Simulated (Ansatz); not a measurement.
# Sb (R-3m) in Ansatz: settings compared, part 2 of 2

Ansatz 0.2.0. Earlier steps stand in the parts before.

**3. Phonons, LDA**

input.yaml

```yaml
crystal:
  lattice:
    - [2.1542, 1.2437279499, 3.758]
    - [-2.1542, 1.2437279499, 3.758]
    - [0.0, -2.4874558998, 3.758]
  atoms:
    - { symbol: Sb, position: [0.76651, 0.76651, 0.76651] }
    - { symbol: Sb, position: [0.23349, 0.23349, 0.23349] }
hamiltonian:
  xc: lda
  pseudopotentials: { kind: paw }
kpoints:
  mp_grid: { grid: [6, 6, 6] }
scf:
  occupations: { method: fermi_dirac, width: 0.05 }
phonons:
  method: dfpt
  qmesh: [2, 2, 2]
  temperatures: { t_max: 1000, t_step: 100 }
  qpath:
    path:
      - [[0.0, 0.0, 0.0], [0.5, 0.0, 0.0], [0.5, 0.2396873643, -0.2396873643]]
      - [[0.7603126357, 0.5, 0.2396873643], [0.5, 0.5, 0.5], [0.0, 0.0, 0.0], [0.3698436821, 0.0, -0.3698436821]]
      - [[0.6301563179, 0.3698436821, 0.0], [0.5, 0.5, 0.0], [0.6301563179, 0.6301563179, 0.2396873643], [0.5, 0.5, 0.5]]
      - [[0.5, 0.0, 0.0], [0.7603126357, 0.3698436821, 0.3698436821]]
    npoints: 8
```

Potentials or basis: Ansatz PAW.

The run is started by

```bash
$ ansatz run input.yaml --threads 2 --pin off --max-ram 5632MiB --backend cpu --events-out ev --progress --plain --runs-dir out
```

Standard output:

```text
Warning: RAYON_NUM_THREADS=2 ignored (pool sized by the plan → 2); use --threads N
Engine: ansatz 0.2.0, aarch64-unknown-linux-gnu
Pseudopotentials: kind: paw
Pseudopotential: Sb, paw, valence charge 15, recommended cutoff 420 eV (normal), Sb.paw.azcp
Functional definition: SPW92
  exchange = slater_x
  correlation = pw_c
Crystal: 2 atoms, lattice volume = 60.411 Å³
Basis set: ecut = 420 eV, 1195 PW (Γ), exchange–correlation on 64×64×64 points (8 copies of the dense FFT grid, shifted against one another)
Bands: 19, of which v1, the nominal top of the filled ones, is band 15 counted from 1 (14 counted from 0)
Symmetry: 12 space group operations
k-points: 32 of 216
Non-local potential: Sb, projectors of the file, l = 0: 2, l = 1: 2, l = 2: 2, l = 3: 2
PAW form: soft (Blöchl's): semilocal exchange-correlation on the pseudo side does not see the compensation charge
[... 47 lines left out ...]
  Σ components = -12671.650221   (vs F -12671.650221, Δ=0.00e0)
--- Band table (eV; the first three rows and the last of 32) ---
  k-point 0: bands = ["-19.5740", "-19.5740", "-19.4827", "-19.4827", "-19.4578", "-19.3681", "-19.3681", "-19.3620", "-19.2885", "-19.2885", "-3.0027", "4.7721", "7.6997", "7.9746", "7.9746", "11.8441", "12.4342", "12.4342", "14.9582"]
  k-point 1: bands = ["-19.5631", "-19.5581", "-19.4775", "-19.4736", "-19.4510", "-19.3753", "-19.3737", "-19.3684", "-19.3041", "-19.3000", "-2.6975", "3.6510", "7.7463", "7.9138", "8.3613", "11.5320", "11.7180", "11.7748", "14.3623"]
  k-point 2: bands = ["-19.5376", "-19.5156", "-19.4666", "-19.4500", "-19.4319", "-19.3985", "-19.3949", "-19.3784", "-19.3413", "-19.3273", "-1.8016", "1.6491", "7.8212", "7.8490", "8.8888", "10.4194", "10.5043", "10.7070", "15.4446"]
  k-point 31: bands = ["-19.5245", "-19.5245", "-19.4642", "-19.4642", "-19.4374", "-19.3815", "-19.3815", "-19.3803", "-19.3424", "-19.3424", "-1.4678", "0.7026", "8.4705", "8.4705", "9.2305", "9.8880", "9.8880", "10.8146", "16.7532"]
--- Phonons (Γ-DFPT): 2 representative perturbations + reference (Σ response iterations 6) ---
  ASR residual: 4.660e-5 → 0.000e0 eV/Å²; symmetrization residual: 3.368e-12 eV/Å²
  ASR residual per site (eV/Å²): 4.66e-5 4.66e-5
  Γ frequencies (cm⁻¹): 0.00 0.00 0.00 102.98 102.98 147.86
--- Phonons (arbitrary-q DFPT): 4 irreducible q on the 2×2×2 mesh ---
  q = [0.0000, 0.0000, 0.0000] (star 1, of the zone-centre solve; hermiticity 1.66e-13, symmetrization 6.88e-13): -0.00 -0.00 0.00 102.98 102.98 147.86
  q = [0.0000, 0.0000, -0.5000] (star 3, 3 solved perturbations on 68 of 216 k-point pairs; hermiticity 2.98e-6, symmetrization 3.55e-6): 68.80 82.61 84.33 141.89 142.05 153.57
  q = [0.0000, -0.5000, -0.5000] (star 3, 2 solved perturbations in 180 linear systems a pass and spin channel, the states on 112 of 216 k-point pairs; hermiticity 7.68e-6, symmetrization 1.23e-6): 42.72 51.01 58.80 111.05 128.69 132.91
  q = [-0.5000, -0.5000, -0.5000] (star 1, 2 solved perturbations in 100 linear systems a pass and spin channel, the states on 68 of 216 k-point pairs; hermiticity 5.78e-5, symmetrization 3.64e-5): 56.42 56.42 75.38 149.04 149.04 162.47
  sum rule: each row above includes the acoustic sum rule's correction from the zone centre's row sums; it moved no ω² by more than (0.32 cm⁻¹)²
  mesh force constants: q→R imaginary residual 0.00e0; ASR residual 4.660e-5 → 0.000e0 eV/Å²; symmetrization residual 1.776e-15 eV/Å²
  interpolated dispersion: 76 rows × 6 modes
  density of states and harmonic sums: on the 18×18×18 q-mesh, interpolated from the force constants of a 2×2×2 supercell (no non-analytic term)
  largest difference from the sums on the solved wave vectors: F 9.16e-2 eV, S 1.24e-4 and C_V 3.23e-5 eV/K
  zero-point energy: 0.036527 eV/cell   skipped modes (ω ≤ 0): 3   left out of the sums: 8.57e-5 of the cell's modes: C_V's classical limit lies that fraction below 3 k_B per atom; for a crystal, a wire or a layer, F and S can be off by more, and a phonons.interpolated_qmesh denser along its periods is the remedy for the sampling
```

Run time: 37 s. Hardware: 2 threads of Arm Neoverse V2, shared host; peak memory 0.61 GiB.

What came out:

- Free energy: -12671.6502 eV
- Band gap on the k mesh: none (metal or under the smearing width)
- Highest phonon frequency: 162 cm⁻¹

Phonon frequencies in cm⁻¹ (negative: imaginary):
```tsv
q point	frequencies
(0.000, 0.000, 0.000)	0 0 0 103 103 148
(0.000, 0.000, -0.500)	69 83 84 142 142 154
(0.000, -0.500, -0.500)	43 51 59 111 129 133
(-0.500, -0.500, -0.500)	56 56 75 149 149 162
```

Caveat: the q mesh is small, so phonon branches between its points and thermal values are rough; the PAW data sets come from PBE, with cores solved anew for the run's functional, which leaves a small shift of forces and pressure; some levels weren't fully converged. The run has no spin-orbit coupling, so splittings on Sb are missing.

**4. Elastic constants, LDA**

input.yaml

```yaml
crystal:
  lattice:
    - [2.1542, 1.2437279499, 3.758]
    - [-2.1542, 1.2437279499, 3.758]
    - [0.0, -2.4874558998, 3.758]
  atoms:
    - { symbol: Sb, position: [0.76651, 0.76651, 0.76651] }
    - { symbol: Sb, position: [0.23349, 0.23349, 0.23349] }
hamiltonian:
  xc: lda
  pseudopotentials: { kind: paw }
kpoints:
  mp_grid: { grid: [6, 6, 6] }
scf:
  occupations: { method: fermi_dirac, width: 0.05 }
output:
  forces: true
  stress: true
elastic:
  mode: relaxed_ion
  stencil: two_point
```

The run is started by

```bash
$ ansatz run input.yaml --threads 2 --pin off --max-ram 5632MiB --backend cpu --events-out ev --progress --plain --runs-dir out
```

Wall time 39 s (2 threads of Arm Neoverse V2, shared host); peak memory 0.38 GiB.

The run converged. Its results:

| Quantity | Value |
| --- | --- |
| Free energy | -12671.6508 eV |
| Pressure | -0.9 GPa |
| Band gap on the k mesh | none (metal or under the smearing width) |
| Voigt bulk modulus | 43 GPa |

Stress tensor (GPa, compression positive):
```
-0.89  0.00  0.00
 0.00 -0.89  0.00
 0.00  0.00 -1.00
```

Levels at points of the mesh, in eV from the Fermi level:
```csv
k point,band 13,band 14,band 15,band 16,band 17,band 18
"(0.00, 0.00, 0.00)",-2.03,-1.80,-1.80,2.03,2.66,2.66
"(0.00, 0.00, -0.50)",-1.96,-1.84,-0.30,-0.25,0.19,0.54
"(0.00, -0.50, -0.50)",-5.42,-3.72,-3.65,1.54,4.88,5.50
"(-0.50, -0.50, -0.50)",-1.32,-1.32,-0.57,0.15,0.15,1.09
```

Elastic tensor in Voigt notation (GPa, in the Cartesian axes of the cell as first typed):
```
 97  24  24 -20   0   0
 24  97  24  20   0   0
 24  24  50   0   0   0
-20  20   0  34   0   0
  0   0   0   0  34 -20
  0   0   0   0 -20  37
```

Caveat: elastic constants of metals need much finer meshes, so these are rough; the PAW data sets come from PBE, with cores solved anew for the run's functional, which leaves a small shift of forces and pressure.

**5. Overview**

```csv
task,level,k mesh,points for each segment of the path,q mesh,atoms under strain,mesh quality,gap on the mesh (eV),pressure (GPa)
band structure,HSE06,4 × 4 × 4,4,-,-,coarse,0.29,0.8
phonons,LDA,6 × 6 × 6,8,2 × 2 × 2,-,not flagged,none,-
elastic constants,LDA,6 × 6 × 6,-,-,relaxed,not flagged,none,-0.9
```

Alike in all rows: potentials or basis Ansatz PAW; no spin polarisation; cell as given; cutoff (eV) 420; smearing fermi-dirac 0.05 eV.

Caveats: some runs use coarse meshes; the PAW data sets come from PBE, with cores solved anew for the run's functional, which leaves a small shift of forces and pressure; spin-orbit coupling is left out, which moves the levels of the heavy elements (some runs); the thresholds are loose for stress (some runs); some levels weren't fully converged (some runs); elastic constants of metals need much finer meshes, so these are rough (some runs).

Absolute energies hang on the potentials; compare differences alone.
